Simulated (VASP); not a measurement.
# CoO (P-6m2) in VASP: notebook

The runs below take CoO through single point, with LDA+U.

All numbers are computed with VASP 6.6.1; they aren't measurements. Logs are shortened: lines on timing, memory, paths and dates and some standing lists are left out, and cuts for length are marked.

## Step 1: The structure

The structure is hexagonal, space group P-6m2 (No. 187). The conventional cell has a = 2.856 Å, b = 2.856 Å, c = 2.788 Å, α = 90.00°, β = 90.00°, γ = 120.00°. Around Co (site symmetry -6m2) lie 6 O at 2.16 Å. Around O (site symmetry -6m2) lie 6 Co at 2.16 Å.

Measurements of this composition are mostly on another form, of space group No. 225.

## Step 2: Single point, LDA+U, non-collinear spin, random start

File INCAR:

```
SYSTEM = CoO
PREC = Accurate
ENCUT = 520
EDIFF = 1E-7
ISMEAR = 0
SIGMA = 0.05
LREAL = .FALSE.
LASPH = .TRUE.
NELM = 150
ALGO = Normal
ISIF = 2
LWAVE = .FALSE.
LCHARG = .TRUE.
LNONCOLLINEAR = .TRUE.
MAGMOM = 1.065 -0.9 -0.973 0 0 0
LORBIT = 11
LMAXMIX = 4
LDAU = .TRUE.
LDAUTYPE = 2
LDAUL = 2 -1
LDAUU = 7 0
LDAUJ = 0 0
LDAUPRINT = 1
GGA = CA
LVHAR = .TRUE.
```

File KPOINTS:

```
regular mesh
0
G
  8 8 7
  0 0 0
```

File POSCAR:

```
CoO
1.0
    2.8562992300      0.0000000000      0.0000000000
   -1.4281496100      2.4736276900      0.0000000000
    0.0000000000      0.0000000000      2.7876065300
Co O
1 1
Direct
    0.0000000000      0.0000000000      0.0000000000
    0.6666666667      0.3333333333      0.5000000000
```

Potentials or basis: VASP PAW LDA potentials, release 64 (Co, O).

Run with:

```bash
$ cat potpaw_LDA.64/Co/POTCAR potpaw_LDA.64/O/POTCAR > POTCAR
$ mpirun -np 1 vasp_ncl > vasp.out
```

OUTCAR:

```text
SYSTEM = CoO
   PREC = Accurate
   ENCUT = 520
   EDIFF = 1E-7
   ISMEAR = 0
   LREAL = .FALSE.
   LASPH = .TRUE.
   NELM = 150
   ISIF = 2
   LNONCOLLINEAR = .TRUE.
   LORBIT = 11
   GGA = CA

 ion  position               nearest neighbor table
   1  0.000  0.000  0.000-   2 2.16   2 2.16   2 2.16   2 2.16   2 2.16   2 2.16
   2  0.667  0.333  0.500-   1 2.16   1 2.16   1 2.16   1 2.16   1 2.16   1 2.16

  LATTYP: Found a hexagonal cell.
 ALAT       =     2.8562992300
 C/A-ratio  =     0.9759504539

  Lattice vectors:

 A1 = (   2.8562992300,   0.0000000000,   0.0000000000)
 A2 = (  -1.4281496100,   2.4736276900,   0.0000000000)
 A3 = (   0.0000000000,   0.0000000000,   2.7876065300)

Analysis of symmetry for initial positions (statically):
=====================================================================
 Subroutine PRICEL returns:
 Original cell was already a primitive cell.

 Routine SETGRP: Setting up the symmetry group for a
 hexagonal supercell.

 Subroutine GETGRP returns: Found 12 space group operations
 (whereof 12 operations were pure point group operations)
 out of a pool of 24 trial point group operations.

The static configuration has the point symmetry D_3h.

Analysis of symmetry for dynamics (positions and initial velocities):
=====================================================================
 Subroutine PRICEL returns:
 Original cell was already a primitive cell.

 Routine SETGRP: Setting up the symmetry group for a
 hexagonal supercell.

 Subroutine GETGRP returns: Found 12 space group operations
 (whereof 12 operations were pure point group operations)
 out of a pool of 24 trial point group operations.

The dynamic configuration has the point symmetry D_3h.

Analysis of structural, dynamic, and magnetic symmetry:
=====================================================================
 Subroutine PRICEL returns:
 Original cell was already a primitive cell.

 Routine SETGRP: Setting up the symmetry group for a
 hexagonal supercell.

 Subroutine GETGRP returns: Found  1 space group operations
 (whereof  1 operations were pure point group operations)
 out of a pool of 24 trial point group operations.

The overall configuration has the point symmetry C_1 .

 Subroutine INISYM returns: Found  1 space group operations
 (whereof  1 operations are pure point group operations),
 and found     1 'primitive' translations

----------------------------------------------------------------------------------------

                                     Primitive cell

  volume of cell :      19.6956

  direct lattice vectors                    reciprocal lattice vectors
     2.856299230  0.000000000  0.000000000     0.350103375  0.202132277  0.000000000
    -1.428149610  2.473627690  0.000000000     0.000000000  0.404264556  0.000000000
     0.000000000  0.000000000  2.787606530     0.000000000  0.000000000  0.358730685

  length of vectors
     2.856299230  2.856299224  2.787606530     0.404264555  0.404264556  0.358730685

  position of ions in fractional coordinates (direct lattice)
     0.000000000  0.000000000  0.000000000
     0.666666667  0.333333333  0.500000000

  ion indices of the primitive-cell ions
   primitive index   ion index
                 1           1
                 2           2

----------------------------------------------------------------------------------------

 KPOINTS: regular mesh

Automatic generation of k-mesh.
 Grid dimensions read from file:
 generate k-points for:    8    8    7

 Generating k-lattice:

  Cartesian coordinates                     Fractional coordinates (reciprocal lattice)
     0.043762922  0.025266535  0.000000000     0.125000000  0.000000000  0.000000000
     0.000000000  0.050533070  0.000000000     0.000000000  0.125000000  0.000000000
     0.000000000  0.000000000  0.051247241     0.000000000  0.000000000  0.142857143

  Length of vectors
     0.050533069  0.050533070  0.051247241

  Shift w.r.t. Gamma in fractional coordinates (k-lattice)
     0.000000000  0.000000000  0.000000000
[... 37 lines left out ...]
   dimension x,y,z NGXF=    48 NGYF=   48 NGZF=   48
   ions per type =               1   1
   NGX,Y,Z   is equivalent  to a cutoff of  13.97, 13.97, 14.31 a.u.
   NGXF,Y,Z  is equivalent  to a cutoff of  27.94, 27.94, 28.63 a.u.
 SYSTEM =  CoO
   PREC   = accura    normal or accurate (medium, high low for compatibility)
   ISTART =      0    job   : 0-new  1-cont  2-samecut
   ICHARG =      2    charge: 1-file 2-atom 10-const
   ISPIN  =      1    spin polarized calculation?
   LNONCOLLINEAR =      T non collinear calculations
   LSORBIT =      F    spin-orbit coupling
   LASPH  =      T    aspherical Exc in radial PAW
   ENCUT  =  520.0 eV  38.22 Ry    6.18 a.u.   5.31  5.31  5.18*2*pi/ulx,y,z
   NELM   =    150;   NELMIN=  2; NELMDL= -5     # of ELM steps
   EDIFF  = 0.1E-06   stopping-criterion for ELM
   LREAL  =      F    real-space projection
   EDIFFG = 0.1E-05   stopping-criterion for IOM
   NSW    =      0    number of steps for IOM
   IBRION =     -1    ionic relax: 0-MD 1-quasi-New 2-CG
   NFREE  =      0    steps in history (QN), initial steepest desc. (CG)
   ISIF   =      2    stress and relaxation
   ISYM   =      2    0-nonsym 1-usesym 2-fastsym
   POTIM  = 0.5000    time-step for ionic-motion
   TEBEG  =    0.0;   TEEND  =   0.0 temperature during run
   PSTRESS=    0.0 pullay stress
   NELECT =      15.0000    total number of electrons
   NUPDOWN=      -1.0000    fix difference up-down
   EMIN   =  10.00;   EMAX   =-10.00  energy-range for DOS
   EFERMI =   0.00;   METHOD = LEGACY
   ISMEAR =     0;   SIGMA  =   0.05  broadening in eV -4-tet -1-fermi 0-gaus
   EFERMI_NEDOS =   21; number of points for ismear=-14 and -15
   IALGO  =     38    algorithm
   IMIX   =      4    mixing-type and parameters
     AMIX     =   0.40;   BMIX     =  1.00
     AMIX_MAG =   1.60;   BMIX_MAG =  1.00
  volume/ion in A,a.u.               =       9.85        66.46
  Fermi-wavevector in a.u.,A,eV,Ry     =   1.495026  2.825189 30.410419  2.235103
  Thomas-Fermi vector in A             =   2.607224
   LORBIT       =     11    0 simple, 1 ext, 2 COOP (PROOUT), +10 PAW based schemes
 LDA+U is selected, type is set to LDAUTYPE =  2
   angular momentum for each species LDAUL =     2   -1
   U (eV)           for each species LDAUU =   7.0  0.0
   J (eV)           for each species LDAUJ =   0.0  0.0
   GGA     = CA    functional components
   LHFCALC =     F    Hartree Fock is set to
   AEXX    =    0.0000 exact exchange contribution
   IVDW    =     0    specifies the selected vdW correction
   LEPSILON=     F    determine dielectric tensor
   LRPA    =     F    only Hartree local field effects (RPA)
 Gauss-broadening in eV      SIGMA  =   0.05
  energy-cutoff  :      520.00
  volume of cell :       19.70
 maximum number of plane-waves:      1086
 NGX is ok and might be reduce to    24

atom =   1  type =  1  l = 2

 onsite density matrix

spin component  1

  0.6236 -0.0001  0.0001 -0.0000 -0.0000     -0.0000  0.0000 -0.0001  0.0001  0.0000
 -0.0001  0.2910  0.0000  0.0000  0.0000     -0.0000  0.0000  0.0000  0.0000  0.0001
  0.0001  0.0000  0.9734 -0.0000  0.0001      0.0001 -0.0000  0.0000 -0.0000 -0.0000
 -0.0000  0.0000 -0.0000  0.2910  0.0001     -0.0001 -0.0000  0.0000  0.0000 -0.0000
 -0.0000  0.0000  0.0001  0.0001  0.6237     -0.0000 -0.0001  0.0000  0.0000  0.0000
[... 19 lines left out ...]
  0.8852 -0.0000  0.0000 -0.0000 -0.0000      0.0000  0.0000 -0.0000  0.0000 -0.0000
 -0.0000  0.8174  0.0000  0.0000  0.0000     -0.0000 -0.0000  0.0000  0.0000  0.0000
  0.0000  0.0000  0.9766 -0.0000  0.0000      0.0000 -0.0000 -0.0000 -0.0000 -0.0000
 -0.0000  0.0000 -0.0000  0.8174  0.0000     -0.0000 -0.0000  0.0000  0.0000 -0.0000
 -0.0000  0.0000  0.0000  0.0000  0.8852      0.0000 -0.0000  0.0000  0.0000 -0.0000

 occupancies and eigenvectors

  o =  0.0943  v = -0.0002 -0.8320  0.0000 -0.0090  0.0001  0.0001  0.2284 -0.0000  0.0085 -0.0001      0.0000  0.3061  0.0000 -0.0146  0.0003 -0.0001 -0.4020  0.0000  0.0028 -0.0001
  o =  0.0943  v =  0.0002  0.0167 -0.0000  0.0241  0.0001 -0.0001 -0.0079  0.0000  0.2888 -0.0001      0.0000  0.0038 -0.0000 -0.8862  0.0002  0.0001  0.0041  0.0000  0.3611 -0.0001
  o =  0.5259  v =  0.7759 -0.0003 -0.0002  0.0001  0.0770 -0.3091  0.0001 -0.0000 -0.0001  0.1114      0.0000  0.0000  0.0003  0.0001 -0.4221  0.2612 -0.0001 -0.0002 -0.0000  0.1941
  o =  0.5259  v =  0.4291  0.0001  0.0000 -0.0001 -0.1393 -0.1709 -0.0001 -0.0000 -0.0001 -0.2015      0.0000  0.0001  0.0000  0.0003  0.7633  0.1445  0.0000  0.0000 -0.0002 -0.3510
  o =  0.9723  v = -0.0003 -0.0000 -0.5162  0.0000  0.0000  0.0001 -0.0000 -0.0371 -0.0000 -0.0001      0.0000  0.0000  0.7209 -0.0000  0.0002 -0.0001 -0.0000 -0.4610  0.0000 -0.0001
  o =  0.9778  v = -0.0006  0.0000  0.2800  0.0000  0.0001 -0.0009  0.0000 -0.0454  0.0000  0.0005      0.0000  0.0000 -0.3680 -0.0000  0.0003  0.0007  0.0000 -0.8855 -0.0000  0.0004
  o =  0.9830  v = -0.3433  0.0000 -0.0001  0.0000  0.0113 -0.5028  0.0001  0.0001 -0.0001 -0.3666      0.0000 -0.0000  0.0002 -0.0001 -0.3096  0.4249 -0.0001  0.0004 -0.0001 -0.4673
  o =  0.9830  v = -0.3098  0.0001 -0.0004 -0.0000 -0.0125 -0.4536  0.0001 -0.0000  0.0000  0.4064      0.0000 -0.0000  0.0005  0.0000  0.3431  0.3834 -0.0001  0.0012  0.0001  0.5179
  o =  1.0141  v = -0.0001 -0.4454 -0.0000  0.0735 -0.0000 -0.0001 -0.6284 -0.0000  0.2298 -0.0000      0.0000  0.0192 -0.0000  0.0987  0.0000  0.0001  0.5793 -0.0000  0.0536  0.0000
  o =  1.0141  v =  0.0000 -0.0538  0.0000  0.2219 -0.0000  0.0000 -0.2158  0.0000 -0.1534  0.0000      0.0000 -0.1107  0.0000 -0.3866  0.0001 -0.0000 -0.0954  0.0000 -0.8408  0.0002

 number of electron      15.0000006 magnetization       1.8790002     -1.5880090     -1.7168543

 Free energy of the ion-electron system (eV)
  ---------------------------------------------------
  ext. energy  EPLUGINS =         0.00000000
  ---------------------------------------------------
  free energy    TOTEN  =       -11.16705550 eV

  energy without entropy =      -11.16558479  energy(sigma->0) =      -11.16632014

 E-fermi :   6.7425     XC(G=0): -12.7694

 val. band max:        6.7372135581   @ k =   0.2500  -0.1250  -0.2857
 cond. band min:       6.7530759925   @ k =   0.1250   0.0000   0.2857
 fundamental gap:      0.0158624344
 Fermi energy:         6.7425294198

 k-point     1 :       0.0000    0.0000    0.0000
  band No.  band energies     occupation
      1     -12.1978      1.00000
      2     -11.7863      1.00000
      3      -0.0494      1.00000
      4      -0.0492      1.00000
      5       0.1847      1.00000
      6       0.5839      1.00000
[... 637 lines left out ...]
     23      20.5205      0.00000
     24      21.3546      0.00000

 [... further k-points ...]
[... 5 lines left out ...]
  --------------------------------------------------------------------------------------
  -------------------------------------------------------------------------------------
  Total       -2.1525755     -2.1518817     -3.8933512     -0.0003678      0.0000120     -0.0000082
  in kB     -175.1053711   -175.0489345   -316.7120952     -0.0299227      0.0009722     -0.0006631
  external PRESSURE =    -222.2888002 kB  Pullay stress =       0.0000000 kB

 VOLUME and BASIS-vectors are now :
 -----------------------------------------------------------------------------
  energy-cutoff  :      520.00
  volume of cell :       19.70
      direct lattice vectors                 reciprocal lattice vectors
     2.856299230  0.000000000  0.000000000     0.350103375  0.202132277  0.000000000
    -1.428149610  2.473627690  0.000000000     0.000000000  0.404264556  0.000000000
     0.000000000  0.000000000  2.787606530     0.000000000  0.000000000  0.358730685

 POSITION                                       TOTAL-FORCE (eV/Angst)
 -----------------------------------------------------------------------------------
      0.00000      0.00000      0.00000        -0.000042     -0.000081     -0.000001
      1.42815      0.82454      1.39380         0.000042      0.000081      0.000001
 -----------------------------------------------------------------------------------
    total drift:                               -0.000007     -0.000007     -0.000000

  FREE ENERGIE OF THE ION-ELECTRON SYSTEM (eV)
  ---------------------------------------------------
  free  energy   TOTEN  =       -11.1670555047 eV

  energy  without entropy=      -11.1655847853  energy(sigma->0) =      -11.16632014

 total charge

# of ion       s       p       d       tot
------------------------------------------
    1        0.309   0.373   7.158   7.840
    2        1.544   3.397   0.000   4.941
--------------------------------------------------
tot          1.853   3.770   7.158  12.781

 magnetization (x)

# of ion       s       p       d       tot
------------------------------------------
    1        0.005   0.006   1.726   1.737
    2        0.010   0.136   0.000   0.146
--------------------------------------------------
tot          0.015   0.141   1.726   1.883

 magnetization (y)

# of ion       s       p       d       tot
------------------------------------------
    1       -0.004  -0.005  -1.459  -1.468
    2       -0.009  -0.115   0.000  -0.123
--------------------------------------------------
tot         -0.013  -0.119  -1.459  -1.591

 magnetization (z)

# of ion       s       p       d       tot
------------------------------------------
    1       -0.005  -0.005  -1.577  -1.587
    2       -0.009  -0.124   0.000  -0.133
--------------------------------------------------
tot         -0.014  -0.129  -1.577  -1.720
```

Wall time 11 min (1 thread of Intel Xeon Platinum 8488C (Sapphire Rapids), shared host); peak memory 0.41 GiB.

Results:

```
Free energy                                           : -11.1671 eV
Pressure                                              : -22.2 GPa
Band gap on the k mesh                                : none (metal or under the smearing width)
Net moment                                            : 3.00 μB per cell
Valence electrons inside the program's atomic spheres : Co 7.84; O 4.94
```

Stress tensor (GPa, compression positive):
```
-17.51   0.00   0.00
  0.00 -17.50   0.00
  0.00   0.00 -31.67
```

Moments on the atoms (μB; x, y, z):
```
Co   1.74 -1.47 -1.59
O    0.15 -0.12 -0.13
```

Caveat: a cell with one magnetic atom can't hold antiferromagnetic order, which such compounds often take.

## Step 3: Single point, LDA+U, collinear spin, ferromagnetic start

File INCAR:

```
SYSTEM = CoO
PREC = Accurate ; ENCUT = 520
EDIFF = 1E-7 ; ISMEAR = 0
SIGMA = 0.05 ; LREAL = .FALSE.
LASPH = .TRUE. ; NELM = 150
ALGO = Fast ; ISIF = 2
LWAVE = .FALSE. ; LCHARG = .FALSE.
ISPIN = 2 ; MAGMOM = 2 0
LORBIT = 11 ; LMAXMIX = 4
LDAU = .TRUE. ; LDAUTYPE = 2
LDAUL = 2 -1 ; LDAUU = 6 0
LDAUJ = 0 0 ; LDAUPRINT = 1
NBANDS = 18
```

KPOINTS is that of step 2.

POSCAR is that of step 2.

Potentials or basis: VASP PAW LDA potentials, release 64 (Co, O).

Run with:

```bash
$ cat potpaw_LDA.64/Co/POTCAR potpaw_LDA.64/O/POTCAR > POTCAR
$ mpirun -np 1 vasp_std > vasp.out
```

Run time: 20 s. Hardware: 1 thread of Intel Xeon Platinum 8488C (Sapphire Rapids), shared host; peak memory 0.14 GiB.

Results (log left out):

* Free energy: -11.5397 eV
* Pressure: -21.9 GPa
* Band gap on the k mesh: none (metal or under the smearing width)
* Net moment: 3.00 μB per cell
* Site moments: Co +2.74; O +0.25 μB
* Valence electrons inside the program's atomic spheres: Co 7.83; O 4.94

Stress tensor (GPa, compression positive):
```
-17.50   0.00   0.00
  0.00 -17.50   0.00
  0.00   0.00 -30.81
```

Levels at points of the mesh, in eV from the Fermi level:
Spin up:
| k point | band 7 | band 8 | band 9 | band 10 | band 11 | band 12 |
| --- | --- | --- | --- | --- | --- | --- |
| (0.00, 0.00, 0.00) | -2.72 | -1.05 | -1.05 | 1.02 | 13.49 | 16.04 |
| (0.50, 0.00, 0.00) | -3.74 | -2.60 | -0.91 | 5.66 | 8.79 | 13.68 |
Spin down:
```
           k point  band 2  band 3  band 4  band 5  band 6  band 7  band 8  band 9  band 10  band 11
(0.00, 0.00, 0.00)   -4.51   -2.93   -2.93   -2.26    1.07    1.07    1.58    2.82     2.82    14.05
(0.50, 0.00, 0.00)   -6.79   -3.50   -2.52   -2.41   -0.29    0.43    2.63    3.66     6.19     9.64
```

Eigenvalues of the final occupation matrices:
```
    site  spin  trace               eigenvalues
site 1 d     1   4.95  0.97 0.98 0.98 1.01 1.01
site 1 d     2   2.22  0.11 0.11 0.52 0.52 0.97
```

Caveat: a cell with one magnetic atom can't hold antiferromagnetic order, which such compounds often take. The state reached can hang on the start; a lower one may exist.

## Step 4: Single point, LDA+U, collinear spin, antiferromagnetic start

This run uses another cell than the first one: it holds 4 atoms, not 2.

File INCAR:

```
SYSTEM = CoO
PREC = Accurate
ENCUT = 520
EDIFF = 1E-7
ISMEAR = 0
SIGMA = 0.05
LREAL = .FALSE.
LASPH = .TRUE.
NELM = 150
ALGO = Normal
ISIF = 2
LWAVE = .FALSE.
LCHARG = .FALSE.
ISPIN = 2
MAGMOM = 2 -2 0 0
LORBIT = 11
LMAXMIX = 4
LDAU = .TRUE.
LDAUTYPE = 2
LDAUL = 2 -1
LDAUU = 6 0
LDAUJ = 0 0
LDAUPRINT = 1
GGA = CA
NBANDS = 27
```

File KPOINTS:

```
Automatic mesh
0
G
  7 4 7
  0 0 0
```

File POSCAR:

```
CoO
1.0
    1.4281496200      2.4736276900      0.0000000000
   -4.2844488400      2.4736276900      0.0000000000
    0.0000000000      0.0000000000      2.7876065300
Co O
2 2
Direct
    0.0000000000      0.0000000000      0.0000000000
    0.5000000000      0.5000000000      0.0000000000
    0.5000000000      0.8333333333      0.5000000000
    0.0000000000      0.3333333333      0.5000000000
```

Run with:

```bash
$ cat potpaw_LDA.64/Co/POTCAR potpaw_LDA.64/O/POTCAR > POTCAR
$ mpirun -np 1 vasp_std > vasp.out
```

Run time: 87 s. Hardware: 1 thread of Intel Xeon Platinum 8488C (Sapphire Rapids), shared host; peak memory 0.2 GiB.

It converged, with:

| Property | Result |
| --- | --- |
| Free energy | -24.7449 eV |
| Pressure | -16.6 GPa |
| Largest force | 0.212 eV/Å |
| Band gap on the k mesh | 1.63 eV |
| Net moment | 0.00 μB per cell |
| Site moments | Co +2.72, -2.72; O +0.07, -0.07 μB |
| Valence electrons inside the program's atomic spheres | Co 7.83; O 4.95 |

Forces in eV/Å, atoms in the order of the input:
```
Co   0.183 -0.106  0.000
Co   0.183 -0.106  0.000
O   -0.183  0.106  0.000
O   -0.183  0.106  0.000
```

Stress tensor (GPa, compression positive):
```
 -9.92   1.36   0.00
  1.36  -8.35   0.00
  0.00   0.00 -31.44
```

Levels at points of the mesh, in eV from the valence-band top:
Spin up:
| k point | band 13 | band 14 | band 15 | band 16 | band 17 | band 18 |
| --- | --- | --- | --- | --- | --- | --- |
| (0.00, 0.00, 0.00) | -1.24 | -1.14 | 0.00 | 1.63 | 2.86 | 2.99 |
| (0.00, 0.50, 0.00) | -1.05 | -1.05 | -0.48 | 2.73 | 2.99 | 3.53 |
Spin down:
| k point | band 13 | band 14 | band 15 | band 16 | band 17 | band 18 |
| --- | --- | --- | --- | --- | --- | --- |
| (0.00, 0.00, 0.00) | -1.24 | -1.14 | 0.00 | 1.63 | 2.86 | 2.99 |
| (0.00, 0.50, 0.00) | -1.05 | -1.05 | -0.48 | 2.73 | 2.99 | 3.53 |

Eigenvalues of the final occupation matrices:
| site | spin | trace | eigenvalues |
| --- | --- | --- | --- |
| site 1 d | 1 | 4.94 | 0.97 0.98 0.98 1.01 1.01 |
| site 1 d | 2 | 2.23 | 0.06 0.12 0.12 0.96 0.97 |
| site 2 d | 1 | 2.23 | 0.06 0.12 0.12 0.96 0.97 |
| site 2 d | 2 | 4.94 | 0.97 0.98 0.98 1.01 1.01 |

Caveat: an odd mesh through Γ misses points on the zone boundary, where band edges often lie. The state reached can hang on the start; a lower one may exist.

(Continued in part 2 of 2.)
